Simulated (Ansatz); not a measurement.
# GaN (F-43m) in Ansatz: settings compared

The runs below take GaN through single point, relaxation of cell and atoms, with PBE, RPBE+D3(BJ).

Everything below comes from runs of Ansatz 0.2.0. Logs are shortened: lines on timing, memory, paths and dates and some standing lists are left out, and cuts for length are marked.

**Experimental background.**

A printed reference work, textbook reports, for a bulk crystal of GaN at 0 K: band gap 3.299 eV (direct).

How close the calculation comes is told below.

### Step 1. Starting point

It takes space group F-43m (No. 216, cubic). The conventional cell has a = 4.507 Å, b = 4.507 Å, c = 4.507 Å, α = 90.00°, β = 90.00°, γ = 90.00°. Ga (site symmetry -43m) is surrounded by 4 N at 1.95 Å. Around N (site symmetry -43m) lie 4 Ga at 1.95 Å.

The cell is a database's computed one.

### Step 2. Single point, PBE

File input.yaml:

```yaml
crystal:
  lattice:
    - [0.0, 2.2535006075, 2.2535006075]
    - [2.2535006075, 0.0, 2.2535006075]
    - [2.2535006075, 2.2535006075, 0.0]
  atoms:
    - { symbol: Ga, position: [0.0, 0.0, 0.0] }
    - { symbol: "N", position: [0.25, 0.25, 0.25] }
kpoints:
  mp_grid: { grid: [10, 10, 10] }
scf:
  occupations: { method: gaussian, width: 0.012 }
hamiltonian:
  xc: pbe
  pseudopotentials: { kind: all_electron, lapw: { basis_error: 0.001 } }
output:
  forces: true
  stress: true
  eigenvalues: true
```

Potentials or basis: all-electron LAPW, scalar-relativistic.

Launch:

```console
$ ansatz run input.yaml --threads 1 --pin off --max-ram 3072MiB --backend cpu --events-out ev --progress --plain --runs-dir out
```

Log:

```text
Warning: RAYON_NUM_THREADS=1 ignored (pool sized by the plan → 1); use --threads N
LAPW: plane waves up to 10.519 Å⁻¹, error target 1.0e-3 eV per atom; small_component_spin mean_spin; N in spheres of 0.857 Å, 7 of its electrons in bands, Dirac shells []; Ga in spheres of 1.095 Å, 21 of its electrons in bands, Dirac shells [] (how accurate: hamiltonian.pseudopotentials.lapw.basis_error, Limitations)
Engine: ansatz 0.2.0, aarch64-unknown-linux-gnu
Pseudopotentials: kind: all_electron
Pseudopotential: Ga, LAPW, valence charge 21, lapw/all_electron/scalar/gaussian/Ga, Koelling and Harmon's equation, gaussian nucleus
Pseudopotential: N, LAPW, valence charge 7, lapw/all_electron/scalar/gaussian/N, Koelling and Harmon's equation, gaussian nucleus
Functional definition: PBE
  parameter kappa = 0.804
  parameter beta = 0.06672455060314922
  exchange = pbe_x(kappa = kappa, mu = beta*pi^2/3)
  correlation = pbe_c(beta = beta)
Crystal: 2 atoms, lattice volume = 22.888 Å³
Basis set: ecut = 421.54924115936296 eV, 459 PW (Γ), exchange–correlation at level 2
Bands: 18, of which v1, the nominal top of the filled ones, is band 14 counted from 1 (13 counted from 0)
Symmetry: 24 space group operations
Space group: F-43m (ITA 216), of the structure as read, at distance tolerance 2.8e-5 Å
k-points: 47 of 1000 (time reversal used)
Non-local potential: Ga, projectors of the file, none
Non-local potential: N, projectors of the file, none
Initial density: superposition of atomic densities (chi_scale 0.1, normalization cell, long waves kept (reshape's long-wave potential 0.00 eV rms))
Initial wavefunctions: plane waves of lowest kinetic energy (no species holds an atomic orbital)
Functional: x = pbe(κ = 0.804, μ = 0.2195149727645171), c = pbe(β = 0.06672455060314922)
iter 1 solved again at ethr=1.89e-2 eV; its pass at ethr=1.00e-1 eV (dr2=5.29e0 eV) is discarded
SCF iter   1: F=—  HF=-54392.852122 eV  |F-HF|=—  |Δ(HF+E_count)|=         —  Δρ=1.36e-1  dr2=5.29e0  ethr=1.89e-2  ⟨swp⟩=2.0  Hψ=5518  notcnv=0
preconditioner: auto → none  [insulator: Δε(μ)=3.174 eV  Ē_g=18.314 eV  σ=0.012 eV  W_gap=1.00  n_scr=14 (ndim 8)  ℏωp=32.9 eV  f_vac=0.000  D(μ)=0.00/eV (n_scr^D=0)  ε∞_Penn≈4.2]
SCF iter   2: F=—  HF=-54391.349361 eV  |F-HF|=—  |Δ(HF+E_count)|=    1.50e0  Δρ=5.85e-2  dr2=6.66e-1  ethr=1.89e-2  ⟨swp⟩=3.0  Hψ=2677  notcnv=0
iter 3 solved again at ethr=1.43e-4 eV; its pass at ethr=2.38e-3 eV (dr2=4.00e-2 eV) is discarded
SCF iter   3: F=—  HF=-54390.863247 eV  |F-HF|=—  |Δ(HF+E_count)|=   4.86e-1  Δρ=1.50e-2  dr2=4.01e-2  ethr=1.43e-4  ⟨swp⟩=2.0  Hψ=4536  notcnv=0
SCF iter   4: F=—  HF=-54390.864431 eV  |F-HF|=—  |Δ(HF+E_count)|=         —  Δρ=2.66e-3  dr2=1.73e-3  ethr=1.43e-4  ⟨swp⟩=2.5  Hψ=2567  notcnv=0
the basis was enlarged: its passes take 186.8 KiB over the memory plan, 1 of 1 planned eigensolver slots
SCF iter   5: F=—  HF=-54390.858990 eV  |F-HF|=—  |Δ(HF+E_count)|=   5.44e-3  Δρ=4.53e-4  dr2=4.42e-5  ethr=6.20e-6  ⟨swp⟩=2.8  Hψ=2593  notcnv=0
SCF iter   6: F=—  HF=-54390.858915 eV  |F-HF|=—  |Δ(HF+E_count)|=   7.53e-5  Δρ=2.39e-4  dr2=5.21e-6  ethr=1.58e-7  ⟨swp⟩=3.0  Hψ=2487  notcnv=0
SCF iter   7: F=—  HF=-54390.858919 eV  |F-HF|=—  |Δ(HF+E_count)|=   4.20e-6  Δρ=4.31e-5  dr2=1.96e-7  ethr=1.86e-8  ⟨swp⟩=3.0  Hψ=2453  notcnv=0
SCF iter   8: F=-54390.858920 eV  HF=-54390.858920 eV  |F-HF|=2.50e-9  |Δ(HF+E_count)|=   2.06e-7  Δρ=3.41e-6  dr2=1.57e-9  ethr=7.00e-10  ⟨swp⟩=3.0  Hψ=2483  notcnv=0
SCF 1 converged in 8 iterations: F = -54390.858920 eV  dr2 = 1.57e-9
SCF converged after 8 iterations
Free energy (F): -54390.858920 eV
Harris-Foulkes:  -54390.858920 eV  (|F-HF|=2.50e-9)
Internal energy: -54390.858920 eV  (E = F + TS)
E sigma→0 (E₀):  -54390.858920 eV
Fermi energy:    12.267787 eV
--- Per-component energies (eV) ---
  E_band       = -1451.228500
  E_kinetic    = 55428.848810
  E_xc         = -2248.781888
  E_electrostatic = -107570.925842  (all electrons and nuclei)
  E_smearing   = -0.000000  (= −TS)
  E_closure    = 0.000000  (closes the sum)
  E_atoms      = -54378.687074  (free atoms, spherical and without spin; not in F)
  Σ components = -54390.858920   (vs F -54390.858920, Δ=0.00e0)
  Basis errors (estimates in eV, not in F): energy 4.5e-4 per atom: plane waves 4.0e-4 (2.4e-4 summed), levels above the bands 0.0e0, relativity 6.3e-8, radial functions 4.5e-5, core shells 2.3e-10; eigenvalues (radial functions only) 1.0e-5; not estimated: angular momenta, meshes, grids; target (lapw.basis_error) 1.0e-3; muffin-tin radii N 0.857 Å, Ga 1.095 Å
--- Forces (eV/Å), atoms counted from 1 ---
  atom   1  Ga    -0.00000000     0.00000000    -0.00000000
  atom   2  N      0.00000000    -0.00000000     0.00000000
  max |Σ_I F_I| component: 5.55e-17 eV/Å
--- Stress (GPa, compression-positive) ---
        4.934186       0.000000       0.000000
        0.000000       4.934186       0.000000
        0.000000       0.000000       4.934186
  P = ⅓ Tr σ = 4.9342 GPa (49.342 kbar)
--- Band table (eV; the first three rows and the last of 47) ---
  k-point 0: bands = ["-363.7358", "-130.6402", "-81.3840", "-81.3840", "-81.3840", "-4.5284", "-2.0914", "-2.0914", "-2.0914", "-1.7760", "-1.7760", "11.4006", "11.4006", "11.4006", "13.1348", "21.7147", "21.7147", "21.7147"]
  k-point 1: bands = ["-363.7358", "-130.6402", "-81.3841", "-81.3840", "-81.3840", "-4.4194", "-2.0779", "-2.0779", "-2.0515", "-1.7772", "-1.7772", "10.3033", "11.2942", "11.2942", "13.9909", "21.2166", "21.8779", "21.8779"]
  k-point 2: bands = ["-363.7358", "-130.6402", "-81.3845", "-81.3841", "-81.3841", "-4.1464", "-2.0466", "-2.0466", "-1.8847", "-1.7759", "-1.7759", "8.4943", "11.0325", "11.0325", "15.0707", "20.4370", "22.1391", "22.1391"]
  k-point 46: bands = ["-363.7358", "-130.6401", "-81.3851", "-81.3848", "-81.3846", "-3.4768", "-1.9521", "-1.9076", "-1.7777", "-1.7487", "0.1787", "5.6540", "7.8146", "7.8444", "17.2304", "19.6041", "22.1305", "22.5932"]
```

It took 17 s on 1 thread of Arm Neoverse V1, shared host; peak memory 0.29 GiB.

Results:

```yaml
Free_energy: -54390.8589 eV
Pressure: 4.9 GPa
Band_gap_on_the_k_mesh: 1.73 eV, direct
```

### Step 3. Single point, PBE

Changes to input.yaml since step 2:

```diff
@@ -11,3 +11,3 @@
 scf:
-  occupations: { method: gaussian, width: 0.012 }
+  occupations: { method: gaussian, width: 0.024 }
 hamiltonian:
```

Potentials or basis: all-electron LAPW, scalar-relativistic.

Launch:

```console
$ ansatz run input.yaml --threads 1 --pin off --max-ram 3072MiB --backend cpu --events-out ev --progress --plain --runs-dir out
```

Wall time 17 s (1 thread of Arm Neoverse V1, shared host); peak memory 0.29 GiB.

The run converged. Its results:

* Free energy: -54390.8589 eV
* Pressure: 4.9 GPa
* Band gap on the k mesh: 1.73 eV, direct

Levels at points of the mesh, in eV from the valence-band top:
```csv
k point,band 11,band 12,band 13,band 14,band 15,band 16,band 17,band 18
"(0.00, 0.00, 0.00)",-13.18,0.00,0.00,0.00,1.73,10.31,10.31,10.31
"(0.00, 0.00, -0.50)",-11.91,-7.03,-0.97,-0.97,4.65,8.73,10.36,10.36
"(0.00, -0.50, -0.50)",-11.48,-6.12,-2.70,-2.70,3.36,6.67,11.71,13.96
```

### Step 4. Relaxation of cell and atoms, RPBE+D3(BJ)

Changes to input.yaml since step 3:

```diff
@@ -11,5 +11,6 @@
 scf:
-  occupations: { method: gaussian, width: 0.024 }
+  occupations: { method: fermi_dirac, width: 0.05 }
 hamiltonian:
-  xc: pbe
+  xc: rpbe
+  dispersion: d3bj
   pseudopotentials: { kind: all_electron, lapw: { basis_error: 0.001 } }
@@ -18,2 +19,5 @@
   stress: true
-  eigenvalues: true
+relax:
+  f_tol: 0.02
+  max_steps: 60
+  cell: {}
```

Potentials or basis: all-electron LAPW, scalar-relativistic.

Launch:

```console
$ ansatz run input.yaml --threads 1 --pin off --max-ram 3072MiB --backend cpu --events-out ev --progress --plain --runs-dir out
```

Log:

```text
Warning: RAYON_NUM_THREADS=1 ignored (pool sized by the plan → 1); use --threads N
The last accepted step is kept in <dir> (removed where the run ends without a failure and the disk answers)
LAPW: plane waves up to 10.863 Å⁻¹, error target 1.0e-3 eV per atom; small_component_spin mean_spin; N in spheres of 0.828 Å, 7 of its electrons in bands, Dirac shells []; Ga in spheres of 1.065 Å, 21 of its electrons in bands, Dirac shells [] (how accurate: hamiltonian.pseudopotentials.lapw.basis_error, Limitations)
[... 4 set-up lines as earlier in the session ...]
Functional definition: RPBE
[... 2 set-up lines as earlier in the session ...]
  exchange = rpbe_x(kappa = kappa, mu = beta*pi^2/3)
[... 1 set-up line as earlier in the session ...]
Crystal: 2 atoms, lattice volume = 22.888 Å³
Basis set: ecut = 449.6235072085673 eV, 531 PW (Γ), exchange–correlation at level 2
Bands: 18, of which v1, the nominal top of the filled ones, is band 14 counted from 1 (13 counted from 0)
[... 2 set-up lines as earlier in the session ...]
k-points: 47 of 1000 (time reversal used)
[... 4 set-up lines as earlier in the session ...]
Functional: x = rpbe, c = pbe(β = 0.06672455060314922)
iter 1 solved again at ethr=1.99e-2 eV; its pass at ethr=1.00e-1 eV (dr2=5.58e0 eV) is discarded
SCF iter   1: F=—  HF=-54402.129814 eV  |F-HF|=—  |Δ(HF+E_count)|=         —  Δρ=1.39e-1  dr2=5.58e0  ethr=1.99e-2  ⟨swp⟩=2.0  Hψ=5453  notcnv=0
preconditioner: auto → none  [insulator: Δε(μ)=3.167 eV  Ē_g=18.349 eV  σ=0.050 eV  W_gap=1.00  n_scr=14 (ndim 8)  ℏωp=32.9 eV  f_vac=0.000  D(μ)=0.00/eV (n_scr^D=0)  ε∞_Penn≈4.2]
SCF iter   2: F=—  HF=-54400.595364 eV  |F-HF|=—  |Δ(HF+E_count)|=    1.53e0  Δρ=6.04e-2  dr2=6.87e-1  ethr=1.99e-2  ⟨swp⟩=3.0  Hψ=2677  notcnv=0
iter 3 solved again at ethr=1.45e-4 eV; its pass at ethr=2.45e-3 eV (dr2=4.07e-2 eV) is discarded
SCF iter   3: F=—  HF=-54400.140327 eV  |F-HF|=—  |Δ(HF+E_count)|=   4.55e-1  Δρ=1.57e-2  dr2=4.08e-2  ethr=1.45e-4  ⟨swp⟩=2.0  Hψ=4413  notcnv=0
SCF iter   4: F=—  HF=-54400.148195 eV  |F-HF|=—  |Δ(HF+E_count)|=         —  Δρ=2.96e-3  dr2=2.09e-3  ethr=1.45e-4  ⟨swp⟩=2.0  Hψ=2427  notcnv=0
the basis was enlarged: its passes take 193.2 KiB over the memory plan, 1 of 1 planned eigensolver slots
SCF iter   5: F=—  HF=-54400.143070 eV  |F-HF|=—  |Δ(HF+E_count)|=   5.13e-3  Δρ=5.09e-4  dr2=5.25e-5  ethr=7.45e-6  ⟨swp⟩=3.0  Hψ=2463  notcnv=0
SCF iter   6: F=—  HF=-54400.143024 eV  |F-HF|=—  |Δ(HF+E_count)|=   4.54e-5  Δρ=3.22e-4  dr2=9.34e-6  ethr=1.87e-7  ⟨swp⟩=3.0  Hψ=2408  notcnv=0
SCF iter   7: F=—  HF=-54400.143033 eV  |F-HF|=—  |Δ(HF+E_count)|=   9.22e-6  Δρ=7.64e-5  dr2=6.05e-7  ethr=3.33e-8  ⟨swp⟩=3.0  Hψ=2400  notcnv=0
SCF iter   8: F=-54400.143034 eV  HF=-54400.143034 eV  |F-HF|=1.56e-8  |Δ(HF+E_count)|=   8.58e-7  Δρ=7.78e-6  dr2=8.20e-9  ethr=2.16e-9  ⟨swp⟩=3.0  Hψ=2449  notcnv=0
SCF 1 converged in 8 iterations: F = -54400.143034 eV  dr2 = 8.20e-9
relax step   1: F+E_penalty+E_count = -54400.14303426 eV  Δ(F+E_penalty+E_count) = +0.000e0 eV  max|allowed force component| = 1.064e-16 eV/Å  Δτ_max = 0.0000 Å  P = -10.323 GPa  Ω = 22.888 Å³  (8 SCF iters, accepted)
Crystal: 2 atoms, lattice volume = 22.150 Å³
[... 11 lines left out ...]
SCF 2 converged in 5 iterations: F = -54400.177666 eV  dr2 = 6.13e-8
relax step   2: F+E_penalty+E_count = -54400.17766628 eV  Δ(F+E_penalty+E_count) = -3.463e-2 eV  max|allowed force component| = 4.163e-17 eV/Å  Δτ_max = 0.0000 Å  P = -4.530 GPa  Ω = 22.150 Å³  (5 SCF iters, accepted)
Crystal: 2 atoms, lattice volume = 21.605 Å³
Basis set: ecut = 467.25253719319966 eV, 531 PW (Γ), exchange–correlation at level 2
iter 1 solved again at ethr=1.62e-6 eV; its pass at ethr=1.00e-1 eV (dr2=4.53e-4 eV) is discarded
SCF iter   1: F=—  HF=-54400.184890 eV  |F-HF|=—  |Δ(HF+E_count)|=         —  Δρ=1.44e-3  dr2=4.57e-4  ethr=1.62e-6  ⟨swp⟩=3.5  Hψ=4411  notcnv=0
preconditioner: auto → none  [insulator: Δε(μ)=2.154 eV  Ē_g=19.296 eV  σ=0.050 eV  W_gap=1.00  n_scr=14 (ndim 8)  ℏωp=33.9 eV  f_vac=0.041  D(μ)=0.00/eV (n_scr^D=0)  ε∞_Penn≈4.1]
SCF iter   2: F=—  HF=-54400.184751 eV  |F-HF|=—  |Δ(HF+E_count)|=   1.39e-4  Δρ=6.26e-4  dr2=8.85e-5  ethr=1.62e-6  ⟨swp⟩=3.0  Hψ=2365  notcnv=0
iter 3 solved again at ethr=2.88e-8 eV; its pass at ethr=3.16e-7 eV (dr2=8.06e-6 eV) is discarded
[... 5 lines left out ...]
Crystal: 2 atoms, lattice volume = 21.656 Å³
Basis set: ecut = 466.508427511237 eV, 531 PW (Γ), exchange–correlation at level 2
iter 1 solved again at ethr=6.23e-9 eV; its pass at ethr=1.00e-1 eV (dr2=1.75e-6 eV) is discarded
SCF iter   1: F=—  HF=-54400.184814 eV  |F-HF|=—  |Δ(HF+E_count)|=         —  Δρ=1.39e-4  dr2=4.05e-6  ethr=6.23e-9  ⟨swp⟩=4.8  Hψ=4633  notcnv=0
preconditioner: auto → none  [insulator: Δε(μ)=2.129 eV  Ē_g=19.277 eV  σ=0.050 eV  W_gap=1.00  n_scr=14 (ndim 8)  ℏωp=33.9 eV  f_vac=0.043  D(μ)=0.00/eV (n_scr^D=0)  ε∞_Penn≈4.1]
SCF iter   2: F=—  HF=-54400.184812 eV  |F-HF|=—  |Δ(HF+E_count)|=   1.66e-6  Δρ=5.77e-5  dr2=8.22e-7  ethr=6.23e-9  ⟨swp⟩=3.0  Hψ=2359  notcnv=0
iter 3 solved again at ethr=1.60e-10 eV; its pass at ethr=2.93e-9 eV (dr2=4.49e-8 eV) is discarded
SCF iter   3: F=-54400.184812 eV  HF=-54400.184812 eV  |F-HF|=3.30e-9  |Δ(HF+E_count)|=   3.01e-7  Δρ=1.53e-5  dr2=4.49e-8  ethr=1.60e-10  ⟨swp⟩=2.0  Hψ=4042  notcnv=0
SCF 4 converged in 3 iterations: F = -54400.184812 eV  dr2 = 4.49e-8
relax step   4: F+E_penalty+E_count = -54400.18481199 eV  Δ(F+E_penalty+E_count) = -7.511e-5 eV  max|allowed force component| = 5.435e-17 eV/Å  Δτ_max = 0.0000 Å  P = -0.019 GPa  Ω = 21.656 Å³  (3 SCF iters, accepted)
iter 1 solved again at ethr=1.60e-10 eV; its pass at ethr=1.00e-1 eV (dr2=4.49e-8 eV) is discarded
SCF iter   1: F=—  HF=-54400.184813 eV  |F-HF|=—  |Δ(HF+E_count)|=         —  Δρ=1.53e-5  dr2=4.49e-8  ethr=1.60e-10  ⟨swp⟩=3.0  Hψ=3853  notcnv=0
preconditioner: auto → none  [insulator: Δε(μ)=2.130 eV  Ē_g=19.277 eV  σ=0.050 eV  W_gap=1.00  n_scr=14 (ndim 8)  ℏωp=33.9 eV  f_vac=0.043  D(μ)=0.00/eV (n_scr^D=0)  ε∞_Penn≈4.1]
SCF iter   2: F=-54400.184813 eV  HF=-54400.184813 eV  |F-HF|=4.26e-9  |Δ(HF+E_count)|=   3.96e-9  Δρ=8.00e-6  dr2=1.28e-8  ethr=1.60e-10  ⟨swp⟩=2.9  Hψ=2349  notcnv=0
SCF 5 converged in 2 iterations: F = -54400.184813 eV  dr2 = 1.28e-8
relax step   5: F+E_penalty+E_count = -54400.18481286 eV  Δ(F+E_penalty+E_count) = -8.698e-7 eV  max|allowed force component| = 5.320e-17 eV/Å  Δτ_max = 0.0000 Å  P = -0.021 GPa  Ω = 21.656 Å³  stress off target by 2.05e-2 GPa  SCF on the basis re-selected at this cell (its energy is not comparable with the rows above)  (2 SCF iters)
basis re-selected at this cell: Δ(F+E_penalty+E_count) = -8.698e-7 eV, ΔP = -0.001 GPa vs the last step (what re-selecting the basis moved, after the strain that the cell walked since its last selection, with what the two solves' SCF thresholds leave and, on support functions, any second-order correction that the steps lacked; it is no measure of the basis error at this ecutwfc). This SCF's stress stands 2.05e-2 GPa from its target on what of the cell is left free (relax.cell.stress_tol is 5.00e-2 GPa) and its largest allowed force component is 5.32e-17 eV/Å (relax.f_tol is 2.00e-2 eV/Å): within both
SCF converged after 2 iterations
Free energy (F): -54400.184813 eV
Harris-Foulkes:  -54400.184813 eV  (|F-HF|=4.26e-9)
Internal energy: -54400.184813 eV  (E = F + TS)
E sigma→0 (E₀):  -54400.184813 eV
Fermi energy:    13.607077 eV
--- Per-component energies (eV) ---
  E_band       = -1423.617924
  E_kinetic    = 55442.576849
  E_xc         = -2257.320712
  E_electrostatic = -107583.032246  (all electrons and nuclei)
  E_disp       = -2.408704  (pairwise vdW)
  E_smearing   = -0.000000  (= −TS)
  E_closure    = 0.000000  (closes the sum)
  E_atoms      = -54386.555854  (free atoms, spherical and without spin; not in F)
  Σ components = -54400.184813   (vs F -54400.184813, Δ=0.00e0)
  Basis errors (estimates in eV, not in F): energy 4.6e-4 per atom: plane waves 4.2e-4 (2.5e-4 summed), levels above the bands 1.9e-85, relativity 1.2e-7, radial functions 4.6e-5, core shells 1.1e-9; eigenvalues (radial functions only) 5.8e-6; not estimated: angular momenta, meshes, grids; target (lapw.basis_error) 1.0e-3; muffin-tin radii N 0.813 Å, Ga 1.046 Å
--- Forces (eV/Å), atoms counted from 1 ---
  atom   1  Ga     0.00000000     0.00000000     0.00000000
  atom   2  N     -0.00000000    -0.00000000    -0.00000000
  max |Σ_I F_I| component: 2.78e-17 eV/Å
--- Stress (GPa, compression-positive) ---
       -0.020541       0.000000       0.000000
        0.000000      -0.020541       0.000000
        0.000000       0.000000      -0.020541
  P = ⅓ Tr σ = -0.0205 GPa (-0.205 kbar)
--- Relaxed structure (4 steps of the walk, 4 accepted, 1 SCFs on fresh bases) ---
  F+E_penalty+E_count = -54400.18481286 eV   max|allowed force component| = 5.320e-17 eV/Å   (the final SCF, on the basis selected at the relaxed cell)
  cell:  # Å, volume = 21.6565 Å³
    - [-2.2164868343095814e-33, 2.2123428805318137, 2.2123428805318137]
    - [2.2123428805318137, 2.1336870387750286e-33, 2.2123428805318137]
    - [2.2123428805318137, 2.2123428805318137, 2.1018409635694303e-34]
  atoms:
    - { symbol: Ga, position: [-1.5312285571211225e-34, 2.8844072820188586e-34, 3.204896980020954e-35] }
    - { symbol: N, position: [0.24999999999999997, 0.24999999999999997, 0.24999999999999997] }
```

It took 48 s on 1 thread of Arm Neoverse V1, shared host; peak memory 0.32 GiB.

What came out:

* Free energy: -54400.1848 eV
* Relaxed volume: 10.83 Å³/atom
* Relaxed cell: a = 3.129 Å, b = 3.129 Å, c = 3.129 Å, α = 60.00°, β = 60.00°, γ = 60.00°
* Space group after relaxing (to 0.05 Å): F-43m (No. 216)
* Energy gained by relaxing: 20.9 meV/atom
* Ionic steps: 5
* Pressure after relaxing: 0.0 GPa
* Band gap on the k mesh: 2.13 eV

Step by step:
```csv
step,energy change (eV),largest force (eV/Å),volume (Å³)
1,0.0000,0.0000,22.89
2,-0.0346,0.0000,22.15
3,-0.0417,0.0000,21.60
4,-0.0418,0.0000,21.66
5,-0.0418,0.0000,21.66
```

Final structure:
```cif
data_structure
_symmetry_space_group_name_H-M 'P 1'
_symmetry_Int_Tables_number 1
_cell_length_a 3.1287
_cell_length_b 3.1287
_cell_length_c 3.1287
_cell_angle_alpha 60.000
_cell_angle_beta 60.000
_cell_angle_gamma 60.000
_cell_volume 21.66
loop_
_atom_site_label
_atom_site_type_symbol
_atom_site_fract_x
_atom_site_fract_y
_atom_site_fract_z
_atom_site_occupancy
Ga1 Ga 0.00000 0.00000 0.00000 1
N1 N 0.25000 0.25000 0.25000 1
```

A k mesh can miss the band edges.

### Step 5. Summary

```csv
task,level,cell,cutoff (eV),smearing,gap on the mesh (eV),pressure (GPa)
single point,PBE,as given,422,gaussian 0.012 eV,1.73,4.9
single point,PBE,as given,422,gaussian 0.024 eV,1.73,4.9
relaxation of cell and atoms,RPBE+D3(BJ),relaxed,-,fermi-dirac 0.05 eV,2.13,0.0
```

Alike in all rows: potentials or basis all-electron LAPW, scalar-relativistic; no spin polarisation; k mesh 10 × 10 × 10; basis error allowed 0.001 eV/atom.

Compare energies only between runs with the same functional and basis.

### Step 6. Comparison with measurements

Step 2. Measured gap of GaN: 3.299 eV (direct; 0 K; a printed reference work, textbook). This calculation gives 1.73 eV (-1.56 eV). Spin-orbit coupling on Ga is left out. The value is that of PBE, without temperature or zero-point motion. Semilocal functionals fall short of measured gaps as a rule. The cell is a database's relaxed one, not the measured one, which moves gaps too.

Step 3. Against the measured gap of GaN, 3.299 eV (direct; 0 K; a printed reference work, textbook), the calculated 1.73 eV is off by -1.56 eV. Spin-orbit coupling on Ga is left out. The value is that of PBE, without temperature or zero-point motion. Semilocal functionals fall short of measured gaps as a rule. The cell is a database's relaxed one, not the measured one, which moves gaps too.
